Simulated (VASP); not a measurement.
# SrO (R-3m) in VASP: settings compared, part 2 of 2

VASP 6.6.1. Earlier steps stand in the parts before.

## 3. Single point, PBE (shear_111 strain +5.0%)

Input file INCAR:

```
SYSTEM = SrO
  PREC = Accurate
  ENCUT = 520
  EDIFF = 1E-6
  ISMEAR = -1
  SIGMA = 0.02
  LREAL = .FALSE.
  LASPH = .TRUE.
  NELM = 100
  ALGO = Fast
  ISIF = 2
  LWAVE = .FALSE.
  LCHARG = .FALSE.
  GGA = PE
  NBANDS = 15
```

Input file KPOINTS:

```
regular mesh
0
G
  8 8 8
  0 0 0
```

Input file POSCAR:

```
SrO
1.0
    0.0856524252      2.6655447518      2.6655447518
    2.6655447518      0.0856524252      2.6655447518
    2.6655447518      2.6655447518      0.0856524252
Sr O
1 1
Direct
    0.0000000000      0.0000000000      0.0000000000
    0.5000000000      0.5000000000      0.5000000000
```

Potentials or basis: VASP PAW PBE potentials, release 64 (Sr_sv, O).

On the command line:

```console
$ cat potpaw_PBE.64/Sr_sv/POTCAR potpaw_PBE.64/O/POTCAR > POTCAR
$ mpirun -np 1 vasp_std > vasp.out
```

OUTCAR:

```text
SYSTEM = SrO
   PREC = Accurate
   ENCUT = 520
   EDIFF = 1E-6
   ISMEAR = -1
   LREAL = .FALSE.
   LASPH = .TRUE.
   NELM = 100
   ISIF = 2
   GGA = PE

 ion  position               nearest neighbor table
   1  0.000  0.000  0.000-   2 2.62   2 2.62   2 2.62   2 2.62   2 2.62   2 2.62
   2  0.500  0.500  0.500-   1 2.62   1 2.62   1 2.62   1 2.62   1 2.62   1 2.62

  LATTYP: Found a trigonal (rhomboedric) cell.
 ALAT       =     3.7706224931
 COS(alpha) =     0.5318585955

  Lattice vectors:

 A1 = (   0.0856524252,   2.6655447518,   2.6655447518)
 A2 = (   2.6655447518,   0.0856524252,   2.6655447518)
 A3 = (   2.6655447518,   2.6655447518,   0.0856524252)

Analysis of symmetry for initial positions (statically):
=====================================================================
 Subroutine PRICEL returns:
 Original cell was already a primitive cell.

 Routine SETGRP: Setting up the symmetry group for a
 trigonal (rhombohedral) supercell.

 Subroutine GETGRP returns: Found 12 space group operations
 (whereof 12 operations were pure point group operations)
 out of a pool of 12 trial point group operations.

The static configuration has the point symmetry D_3d.

Analysis of symmetry for dynamics (positions and initial velocities):
=====================================================================
 Subroutine PRICEL returns:
 Original cell was already a primitive cell.

 Routine SETGRP: Setting up the symmetry group for a
 trigonal (rhombohedral) supercell.

 Subroutine GETGRP returns: Found 12 space group operations
 (whereof 12 operations were pure point group operations)
 out of a pool of 12 trial point group operations.

The dynamic configuration has the point symmetry D_3d.

 Subroutine INISYM returns: Found 12 space group operations
 (whereof 12 operations are pure point group operations),
 and found     1 'primitive' translations

[... 120 lines left out ...]
   LHFCALC =     F    Hartree Fock is set to
   AEXX    =    0.0000 exact exchange contribution
   IVDW    =     0    specifies the selected vdW correction
   LEPSILON=     F    determine dielectric tensor
   LRPA    =     F    only Hartree local field effects (RPA)
 non-spin polarized calculation
 RMM-DIIS sequential band-by-band and
  energy-cutoff  :      520.00
  volume of cell :       36.05
 maximum number of plane-waves:      1002
   NGX = 13   NGY = 13   NGZ = 13

 number of electron      16.0000001 magnetization

 Free energy of the ion-electron system (eV)
  ---------------------------------------------------
  ext. energy  EPLUGINS =         0.00000000
  ---------------------------------------------------
  free energy    TOTEN  =       -12.03074728 eV

  energy without entropy =      -12.03074728  energy(sigma->0) =      -12.03074728

 E-fermi :   1.9056     XC(G=0):  -9.7530

 val. band max:        1.4459311415   @ k =   0.0000   0.0000   0.0000
 cond. band min:       4.6774905313   @ k =   0.5000   0.5000   0.0000
 fundamental gap:      3.2315593898
 Fermi energy:         1.9055689310

 k-point     1 :       0.0000    0.0000    0.0000
  band No.  band energies     occupation
      1     -31.2249      2.00000
      2     -13.6130      2.00000
      3     -12.9241      2.00000
      4     -12.9094      2.00000
      5     -12.9094      2.00000
      6       1.3311      2.00000
      7       1.4459      2.00000
      8       1.4459      2.00000
      9       4.9480      0.00000
     10       7.1378      0.00000
     11       7.6308      0.00000
     12       7.6308      0.00000
     13       9.5349      0.00000
     14       9.5349      0.00000
[... 401 lines left out ...]
      2     -14.6662      2.00000
      3     -13.0981      2.00000
      4     -12.9543      2.00000
      5     -11.9919      2.00000
      6      -0.0870      2.00000
      7       0.6553      2.00000
      8       0.8820      2.00000
      9       7.2257      0.00000
     10       7.5415      0.00000
     11       8.9250      0.00000
     12       9.1901      0.00000
     13      11.2878      0.00000
     14      11.5624      0.00000
     15      16.6778      0.00000

 [... further k-points ...]

------------------------ aborting loop because EDIFF is reached ----------------------------------------

  FORCE on cell =-STRESS in cart. coord.  units (eV):
  Direction    XX          YY          ZZ          XY          YZ          ZX
  --------------------------------------------------------------------------------------
  -------------------------------------------------------------------------------------
  Total       -0.4249606     -0.4249606     -0.4249606     -0.4308198     -0.4308198     -0.4308198
  in kB      -18.8850433    -18.8850433    -18.8850433    -19.1454234    -19.1454234    -19.1454234
  external PRESSURE =     -18.8850433 kB  Pullay stress =       0.0000000 kB

 VOLUME and BASIS-vectors are now :
 -----------------------------------------------------------------------------
  energy-cutoff  :      520.00
  volume of cell :       36.05
      direct lattice vectors                 reciprocal lattice vectors
     0.085652425  2.665544752  2.665544752    -0.196871111  0.190741965  0.190741965
     2.665544752  0.085652425  2.665544752     0.190741965 -0.196871111  0.190741965
     2.665544752  2.665544752  0.085652425     0.190741965  0.190741965 -0.196871111

 POSITION                                       TOTAL-FORCE (eV/Angst)
 -----------------------------------------------------------------------------------
      0.00000      0.00000      0.00000        -0.000000      0.000000     -0.000000
      2.70837      2.70837      2.70837         0.000000     -0.000000      0.000000
 -----------------------------------------------------------------------------------
    total drift:                                0.000000      0.000000      0.000000

  FREE ENERGIE OF THE ION-ELECTRON SYSTEM (eV)
  ---------------------------------------------------
  free  energy   TOTEN  =       -12.0307472807 eV

  energy  without entropy=      -12.0307472807  energy(sigma->0) =      -12.03074728
```

OSZICAR:

```text
N       E                     dE             d eps       ncg     rms          rms(c)
DAV:   1     0.675091273330E+02    0.67509E+02   -0.83986E+03  1950   0.104E+03
DAV:   2    -0.110223639912E+02   -0.78531E+02   -0.71947E+02  2664   0.217E+02
DAV:   3    -0.141728174747E+02   -0.31505E+01   -0.31351E+01  2562   0.394E+01
DAV:   4    -0.142299935030E+02   -0.57176E-01   -0.57166E-01  2500   0.504E+00
DAV:   5    -0.142311502900E+02   -0.11568E-02   -0.11568E-02  2501   0.511E-01    0.148E+01
RMM:   6    -0.121897399791E+02    0.20414E+01   -0.55734E+00  1977   0.120E+01    0.155E+01
RMM:   7    -0.120415533448E+02    0.14819E+00   -0.36687E-01  2118   0.363E+00    0.107E+01
RMM:   8    -0.120407167861E+02    0.83656E-03   -0.22941E-01  2398   0.462E+00    0.465E+00
RMM:   9    -0.120301769111E+02    0.10540E-01   -0.15868E-02  2304   0.975E-01    0.566E-01
RMM:  10    -0.120301712924E+02    0.56187E-05   -0.34210E-03  2748   0.360E-01    0.253E-01
RMM:  11    -0.120308825602E+02   -0.71127E-03   -0.23271E-03  2385   0.337E-01    0.487E-01
RMM:  12    -0.120307455862E+02    0.13697E-03   -0.48156E-04  2755   0.129E-01    0.697E-02
RMM:  13    -0.120307424289E+02    0.31573E-05   -0.12751E-04  2882   0.581E-02    0.300E-02
RMM:  14    -0.120307463621E+02   -0.39332E-05   -0.26182E-05  2800   0.237E-02    0.120E-02
RMM:  15    -0.120307472807E+02   -0.91862E-06   -0.72712E-06  2508   0.129E-02
   1 F= -.12030747E+02 E0= -.12030747E+02  d E =-.444006E-12
```

stdout:

```text
POSCAR found type information on POSCAR SrO
 POSCAR found :  2 types and       2 ions
 scaLAPACK will be used
 LDA part: xc-table for (Slater+PW92), standard interpolation
 POSCAR, INCAR and KPOINTS ok, starting setup
 FFT: planning ... GRIDC
 FFT: planning ... GRID_SOFT
 FFT: planning ... GRID
 WAVECAR not read
 entering main loop
```

Run time: 27 s. Hardware: 1 thread of AMD EPYC 9R45 (Zen 5), shared host; peak memory 0.14 GiB.

Results:

```
Free energy            : -12.0307 eV
Pressure               : -1.9 GPa
Band gap on the k mesh : 3.23 eV, indirect (least direct gap 3.35 eV)
```

A k mesh can miss the band edges.
